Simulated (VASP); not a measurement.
Li2O:

```
CELL_PARAMETERS angstrom
0.00000 2.28967 2.28967
2.28967 0.00000 2.28967
2.28967 2.28967 0.00000
ATOMIC_POSITIONS crystal
Li 0.25000 0.25000 0.25000
Li 0.75000 0.75000 0.75000
O 0.00000 0.00000 0.00000
```

Base run:

```yaml
Program: VASP 6.6.1
Functional: PBEsol
Potentials_or_basis: VASP PAW PBE potentials, release 64 (Li_sv, O)
Cutoff: 700 eV
k_mesh: 8 × 8 × 8
Occupations: gaussian, width 0.02 eV
Spin: no spin polarisation
```

Its results: band gap on the k mesh 4.87 eV, indirect (least direct gap 5.35 eV).

Task: After a change of settings the same cell gave: band gap on the k mesh 5.72 eV, indirect (least direct gap 6.31 eV). Which change was it?
A. functional from PBEsol to r2SCAN; cutoff from 700 eV to 520 eV
B. cutoff from 700 eV to 520 eV; occupations from gaussian, width 0.02 eV to gaussian, width 0.5 eV
C. potentials or basis from VASP PAW PBE potentials, release 64 (Li_sv, O) to VASP PAW PBE potentials, release 64 (Li_sv, O_h); cutoff from 700 eV to 900 eV
D. cutoff from 700 eV to 520 eV; k mesh from 8 × 8 × 8 to 14 × 14 × 14

Result: A.

r2SCAN gives the wider gap, since meta-GGAs in the generalised Kohn-Sham scheme recover part of the derivative discontinuity.
